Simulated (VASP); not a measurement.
VASP 6.6.1, r²SCAN single-point calculation, KF (strained CsCl)

INCAR

```
SIGMA = 0.01
ALGO = Normal
PREC = Accurate
LCHARG = .FALSE.
EDIFF = 1E-7
ISMEAR = 0
LREAL = .FALSE.
NSW = 0
ISIF = 2
LWAVE = .FALSE.
NELM = 120
LASPH = .TRUE.
ENCUT = 520
IBRION = -1
METAGGA = R2SCAN
NBANDS = 15
```

KPOINTS

```
KPOINTS created by Atomic Simulation Environment
0
Gamma
8 8 8
0 0 0
```

KPOINTS_OPT

```
special points
5
Reciprocal
0.0000000000 0.0000000000 0.0000000000 1
0.0000000000 0.5000000000 0.0000000000 1
0.5000000000 0.5000000000 0.0000000000 1
0.5000000000 0.5000000000 0.5000000000 1
0.0000000000 0.5000000000 0.5000000000 1
```

POSCAR

```
K  F
 1.0000000000000000
     3.1051209410000000    0.0000000000000000    0.0000000000000000
     0.0000000000000000    3.1051209410000000    0.0000000000000000
     0.0000000000000000    0.0000000000000000    3.1788707423000000
 K   F
   1   1
Cartesian
  0.0000000000000000  0.0000000000000000  0.0000000000000000
  1.5525604705000000  1.5525604705000000  1.5894353711500004
```

VASP ran with the recommended PBE PAW datasets (16 valence electrons in the cell).

Command

```
mpirun -np 1 vasp_std
```

OSZICAR

```
N       E                     dE             d eps       ncg     rms          rms(c)
DAV:   1     0.981533663442E+02    0.98153E+02   -0.86938E+03  2250   0.109E+03
DAV:   2    -0.163468938349E+02   -0.11450E+03   -0.10552E+03  2916   0.300E+02
DAV:   3    -0.204775495229E+02   -0.41307E+01   -0.41114E+01  2872   0.492E+01
DAV:   4    -0.205844663719E+02   -0.10692E+00   -0.10689E+00  2960   0.811E+00
DAV:   5    -0.205879796412E+02   -0.35133E-02   -0.35132E-02  3240   0.112E+00    0.589E+00
DAV:   6    -0.148745874401E+02    0.57134E+01   -0.15696E+00  2798   0.150E+01    0.220E+00
DAV:   7    -0.148422370761E+02    0.32350E-01   -0.37858E-01  2761   0.550E+00    0.206E+00
DAV:   8    -0.148607312238E+02   -0.18494E-01   -0.17245E-01  2404   0.367E+00    0.813E-01
DAV:   9    -0.148446675784E+02    0.16064E-01   -0.28003E-02  2803   0.146E+00    0.346E-01
DAV:  10    -0.148444475857E+02    0.21999E-03   -0.15859E-02  2383   0.960E-01    0.242E-01
DAV:  11    -0.148440230541E+02    0.42453E-03   -0.53148E-04  2679   0.204E-01    0.143E-01
DAV:  12    -0.148437420457E+02    0.28101E-03   -0.66041E-04  2404   0.213E-01    0.244E-02
DAV:  13    -0.148437312020E+02    0.10844E-04   -0.38530E-05  2978   0.583E-02    0.491E-03
DAV:  14    -0.148437312511E+02   -0.49047E-07   -0.15597E-06  2903   0.772E-03    0.118E-03
DAV:  15    -0.148437310023E+02    0.24881E-06   -0.54242E-08  2215   0.266E-03    0.123E-03
DAV:  16    -0.148437310759E+02   -0.73633E-07   -0.50475E-09  1482   0.789E-04
   1 F= -.14843731E+02 E0= -.14843731E+02  d E =-.442512-145
       N       E                     dE             ncg
DAV:   1     0.200849351143E+04   -0.32826E+04      150
DAV:   2     0.142018179899E+04   -0.58831E+03      199
DAV:   3     0.140119971170E+04   -0.18982E+02      172
DAV:   4     0.140085063874E+04   -0.34907E+00      230
DAV:   5     0.140083674174E+04   -0.13897E-01      180
DAV:   6     0.140083662766E+04   -0.11408E-03      216
DAV:   7     0.140083662690E+04   -0.75547E-06      193
DAV:   8     0.140083662690E+04   -0.20700E-08      131
```

From OUTCAR

```
k-points           NKPTS =     75   k-points in BZ     NKDIM =     75   number of bands    NBANDS=     15

   NELECT =      16.0000    total number of electrons

   dimension x,y,z NGX =    24 NGY =   24 NGZ =   24
   dimension x,y,z NGXF=    48 NGYF=   48 NGZF=   48

  energy-cutoff  :      520.00
  volume of cell :       30.65
      direct lattice vectors                 reciprocal lattice vectors
     3.105120941  0.000000000  0.000000000     0.322048648  0.000000000  0.000000000
     0.000000000  3.105120941  0.000000000     0.000000000  0.322048648  0.000000000
     0.000000000  0.000000000  3.178870742     0.000000000  0.000000000  0.314577119

 k-points in reciprocal lattice and weights: KPOINTS created by Atomic Simulation Env
   0.00000000  0.00000000  0.00000000       0.002
   0.12500000  0.00000000  0.00000000       0.008
   0.25000000  0.00000000  0.00000000       0.008
   0.37500000  0.00000000  0.00000000       0.008
   0.50000000  0.00000000  0.00000000       0.004
   0.12500000  0.12500000  0.00000000       0.008
   0.25000000  0.12500000  0.00000000       0.016
   0.37500000  0.12500000  0.00000000       0.016
   ...

 E-fermi :  -1.9678

 k-point     1 :       0.0000    0.0000    0.0000
  band No.  band energies     occupation
      1     -29.9541      2.00000
      2     -22.3108      2.00000
      3     -12.0982      2.00000
      4     -12.0190      2.00000
      5     -12.0190      2.00000
      6      -2.2532      2.00000
      7      -2.1684      2.00000
      8      -2.1684      2.00000
      9       5.9442      0.00000
     10       6.9306      0.00000
     11       6.9950      0.00000
     12      13.2904      0.00000
     13      13.2904      0.00000
     14      13.4620      0.00000
     15      21.7526      0.00000

 k-point     2 :       0.1250    0.0000    0.0000
  band No.  band energies     occupation
      1     -29.9237      2.00000
      2     -22.3200      2.00000
      3     -12.1687      2.00000
      4     -12.0728      2.00000
      5     -11.9953      2.00000
      6      -2.4031      2.00000
      7      -2.2800      2.00000
      8      -2.1900      2.00000
      9       6.4052      0.00000
     10       7.0868      0.00000
     11       7.4414      0.00000
     12      12.9809      0.00000
     13      13.1477      0.00000
     14      13.3490      0.00000
     15      20.6080      0.00000

 k-point     3 :       0.2500    0.0000    0.0000
  band No.  band energies     occupation
      1     -29.8490      2.00000
      2     -22.3446      2.00000
      3     -12.5099      2.00000
      4     -12.0106      2.00000
      5     -11.9371      2.00000
      6      -2.9146      2.00000
      7      -2.3470      2.00000
      8      -2.2443      2.00000
      9       7.4222      0.00000
     10       7.5057      0.00000
     11       8.7107      0.00000
     12      12.3510      0.00000
     13      12.5046      0.00000
     14      13.4954      0.00000
     15      18.5004      0.00000

 k-point     4 :       0.3750    0.0000    0.0000
  band No.  band energies     occupation
      1     -29.7722      2.00000
      2     -22.3731      2.00000
      3     -12.8258      2.00000
      4     -11.9470      2.00000
      5     -11.8779      2.00000
      6      -3.3690      2.00000
      7      -2.4174      2.00000
      8      -2.3014      2.00000
      9       7.9070      0.00000
     10       8.5074      0.00000
     11      10.2797      0.00000
     12      11.8348      0.00000
     13      11.9743      0.00000
     14      13.6493      0.00000
     15      16.8486      0.00000

 k-point     5 :       0.5000    0.0000    0.0000
  band No.  band energies     occupation
      1     -29.7397      2.00000
      2     -22.3861      2.00000
      3     -12.9500      2.00000
      4     -11.9202      2.00000
      5     -11.8530      2.00000
      6      -3.5445      2.00000
      7      -2.4475      2.00000
      8      -2.3259      2.00000
      9       8.1233      0.00000
     10       8.9626      0.00000
     11      11.0444      0.00000
     12      11.6453      0.00000
     13      11.7787      0.00000
     14      13.7155      0.00000
     15      16.2181      0.00000

 k-point     6 :       0.1250    0.1250    0.0000
  band No.  band energies     occupation
      1     -29.8942      2.00000
      2     -22.3244      2.00000
      3     -12.1926      2.00000
      4     -12.1116      2.00000
      5     -12.0485      2.00000
      6      -2.5049      2.00000
      7      -2.2985      2.00000
      8      -2.2902      2.00000
      9       6.8102      0.00000
     10       7.3716      0.00000
     11       7.7351      0.00000
     12      12.7758      0.00000
     13      12.8508      0.00000
     14      13.1597      0.00000
     15      20.3686      0.00000

 k-point     7 :       0.2500    0.1250    0.0000
  band No.  band energies     occupation
      1     -29.8217      2.00000
      2     -22.3375      2.00000
      3     -12.5178      2.00000
      4     -12.1041      2.00000
      5     -11.9891      2.00000
      6      -2.8956      2.00000
      7      -2.3538      2.00000
      8      -2.3453      2.00000
      9       7.6354      0.00000
     10       7.8750      0.00000
     11       8.8811      0.00000
     12      12.1068      0.00000
     13      12.2582      0.00000
     14      13.1101      0.00000
     15      18.8459      0.00000

 k-point     8 :       0.3750    0.1250    0.0000
  band No.  band energies     occupation
      1     -29.7472      2.00000
      2     -22.3537      2.00000
      3     -12.8435      2.00000
      4     -12.0706      2.00000
      5     -11.9285      2.00000
      6      -3.2761      2.00000
      7      -2.3953      2.00000
      8      -2.3917      2.00000
      9       8.1372      0.00000
     10       8.7274      0.00000
     11       9.9227      0.00000
     12      11.7285      0.00000
     13      12.0890      0.00000
     14      13.1174      0.00000
     15      17.4469      0.00000

 k-point     9 :       0.5000    0.1250    0.0000
  band No.  band energies     occupation
      1     -29.7158      2.00000
      2     -22.3615      2.00000
      3     -12.9720      2.00000
      4     -12.0565      2.00000
      5     -11.9030      2.00000
      6      -3.4245      2.00000
      7      -2.4170      2.00000
      8      -2.4082      2.00000
      9       8.3355      0.00000
     10       9.2579      0.00000
     11       9.8975      0.00000
     12      11.5333      0.00000
     13      12.6586      0.00000
     14      13.1207      0.00000
     15      17.1098      0.00000

 k-point    10 :       0.2500    0.2500    0.0000
  band No.  band energies     occupation
      1     -29.7547      2.00000
      2     -22.3212      2.00000
      3     -12.5915      2.00000
      4     -12.4307      2.00000
      5     -11.9367      2.00000
      6      -2.9249      2.00000
      7      -2.5370      2.00000
      8      -2.3424      2.00000
      9       7.9232      0.00000
     10       8.5557      0.00000
     11       9.6777      0.00000
     12      11.6758      0.00000
     13      11.9395      0.00000
     14      12.4630      0.00000
     15      18.8835      0.00000

 k-point    11 :       0.3750    0.2500    0.0000
  band No.  band energies     occupation
      1     -29.6861      2.00000
      2     -22.3070      2.00000
      3     -12.8902      2.00000
      4     -12.5068      2.00000
      5     -11.8834      2.00000
      6      -3.0770      2.00000
      7      -2.5890      2.00000
      8      -2.3417      2.00000
      9       8.2010      0.00000
     10       8.6272      0.00000
     11      10.5150      0.00000
     12      11.4670      0.00000
     13      12.1299      0.00000
     14      12.5625      0.00000
     15      17.7153      0.00000

 k-point    12 :       0.5000    0.2500    0.0000
  band No.  band energies     occupation
      1     -29.6573      2.00000
      2     -22.3015      2.00000
      3     -13.0280      2.00000
      4     -12.5179      2.00000
      5     -11.8611      2.00000
      6      -3.1569      2.00000
      7      -2.5912      2.00000
      8      -2.3420      2.00000
      9       8.3433      0.00000
     10       8.5418      0.00000
     11      10.6746      0.00000
     12      11.2646      0.00000
     13      12.0296      0.00000
     14      13.6789      0.00000
     15      16.9968      0.00000

 k-point    13 :       0.3750    0.3750    0.0000
  band No.  band energies     occupation
      1     -29.6238      2.00000
      2     -22.2599      2.00000
      3     -12.9654      2.00000
      4     -12.8861      2.00000
      5     -11.8377      2.00000
      6      -2.9260      2.00000
      7      -2.7399      2.00000
      8      -2.2877      2.00000
      9       7.8544      0.00000
     10       8.2445      0.00000
     11      11.1743      0.00000
     12      11.3983      0.00000
     13      12.2961      0.00000
     14      13.3602      0.00000
     15      17.3319      0.00000

 ...

  Total        0.5854404      0.5854404      0.1423240      0.0000000      0.0000000     -0.0000000
  in kB       30.6029538     30.6029538      7.4397572      0.0000000      0.0000000     -0.0000000
  external PRESSURE =      22.8818883 kB  Pullay stress =       0.0000000 kB

 POSITION                                       TOTAL-FORCE (eV/Angst)
 -----------------------------------------------------------------------------------
      0.00000      0.00000      0.00000         0.000000      0.000000      0.000000
      1.55256      1.55256      1.58944         0.000000      0.000000      0.000000
 -----------------------------------------------------------------------------------
    total drift:                                0.000000      0.000000     -0.000000

  FREE ENERGIE OF THE ION-ELECTRON SYSTEM (eV)
  ---------------------------------------------------
  free  energy   TOTEN  =       -14.8437310759 eV

  energy  without entropy=      -14.8437310759  energy(sigma->0) =      -14.84373108
```

- gap between bands v and c: 8.09 eV
- least direct gap: 8.11 eV
- pressure: 2.3 GPa

Band v is the last that the valence electrons fill when counted band by band, and c is the next.

The run took about 70 s on one core of a shared host (Intel Xeon Platinum 8488C) and held 0.18 GiB at most.
